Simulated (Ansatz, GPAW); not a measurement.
Given: the input of a run of GPAW 26.7.0 (ASE script) on Sn. This isn't the form of Sn at room conditions, which is tetragonal (white tin).

The input run.py:

```python
from ase import Atoms
from ase.dft.bandgap import bandgap
from ase.io import write
from ase.units import GPa
from gpaw import GPAW, PW

atoms = Atoms(['Sn', 'Sn'],
              cell=[[0.0, 3.2333428, 3.2333428],
                    [3.2333428, 0.0, 3.2333428],
                    [3.2333428, 3.2333428, 0.0]],
              scaled_positions=[[0.75, 0.75, 0.75],
                                [0.5, 0.5, 0.5]],
              pbc=True)

calc = GPAW(mode=PW(600),
            xc='PBE',
            kpts={'size': (7, 7, 7), 'gamma': True},
            occupations={'name': 'methfessel-paxton', 'order': 0, 'width': 0.019000000000000003},
            nbands=24,
            convergence={'density': 1e-05, 'energy': 1e-05},
            maxiter=150,
            txt='gpaw.txt')
atoms.calc = calc
energy = atoms.get_potential_energy()
forces = atoms.get_forces()
stress = atoms.get_stress()
calc.write('gs.gpw')
write('result.traj', atoms)
print(f'Energy: {energy:.6f} eV')
print('Forces (eV/A):')
print(forces.round(4))
print('Stress (GPa):', (stress / GPa).round(3))
print('Fermi level:', round(calc.get_fermi_level(), 4), 'eV')
print(f'Gap: {bandgap(calc)[0]:.4f} eV, direct: {bandgap(calc, direct=True)[0]:.4f} eV')
```

Potentials or basis: GPAW PAW data sets (gpaw-data 1.2.1), pw.

Run with:

```sh
$ OMP_NUM_THREADS=1 python run.py
```

Task: Set up the same calculation for Ansatz 0.2.0. Potentials or basis there: all-electron LAPW, scalar-relativistic.

Result: As run (cutoffs and basis follow the program's own potentials, and thresholds, step limits or extra output files can differ):

input.yaml

```yaml
crystal:
  lattice:
    - [0.0, 3.2333428, 3.2333428]
    - [3.2333428, 0.0, 3.2333428]
    - [3.2333428, 3.2333428, 0.0]
  atoms:
    - { symbol: Sn, position: [0.75, 0.75, 0.75] }
    - { symbol: Sn, position: [0.5, 0.5, 0.5] }
kpoints:
  mp_grid: { grid: [7, 7, 7] }
scf:
  occupations: { method: gaussian, width: 0.019 }
hamiltonian:
  xc: pbe
  pseudopotentials: { kind: all_electron, lapw: { basis_error: 0.001 } }
output:
  forces: true
  stress: true
  eigenvalues: true
```

Potentials or basis: all-electron LAPW, scalar-relativistic.

The run is started by

```sh
$ ansatz run input.yaml --threads 1 --pin off --max-ram 3072MiB --backend cpu --events-out ev --progress --plain --runs-dir out
```

Both were run:

|  | GPAW | Ansatz |
| --- | --- | --- |
| Pressure | 3.5 GPa | 3.8 GPa |

Where Ansatz's input types no cutoff or centring, it takes its own default and a Γ-centred mesh.

Pressure is positive in compression.
